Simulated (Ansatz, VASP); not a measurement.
**Two plane-wave programs on BaTe**

```
CELL_PARAMETERS angstrom
5.88405 0.00000 0.00000
0.00000 5.88405 0.00000
0.00000 0.00000 4.16152
ATOMIC_POSITIONS crystal
Ba 0.50000 0.00000 0.50000
Ba 0.00000 0.50000 0.50000
Te 0.00000 0.00000 0.00000
Te 0.50340 0.50000 0.00000
```

Alike in both runs: task single point; functional PBEsol; k mesh 6 × 6 × 8; occupations gaussian, width 0.05 eV; no spin polarisation.

|  | VASP | Ansatz |
| --- | --- | --- |
| version | VASP 6.6.1 | Ansatz 0.2.0 |
| potentials or method | VASP PAW PBE potentials, release 64 (Ba_sv, Te) | scalar-relativistic, plane waves, PAW |
| plane-wave cutoff (eV) | 520 | 420 |
| valence electrons in the cell | 32 | 52 |

```csv
,VASP,Ansatz,Ansatz less VASP
gap on the k mesh at the Fermi level (eV),0.52,0.64,+0.122
least direct gap on the mesh (eV),0.52,0.65,+0.122
pressure (GPa),0.6,0.0,-0.62
rms of the force components (eV/Å),0.018,0.017,-0.0009
```

Atom by atom the forces differ by 0.001 eV/Å (rms over components). The functional is the same, so the differences come from potentials, cutoffs and numerics. The two sets of potentials don't hold the same shells in valence.

Caveats: the PAW data sets were made with another functional, which shifts forces and pressure a little (VASP); spin-orbit coupling is left out, which moves the levels of the heavy elements. A k mesh can miss the band edges.
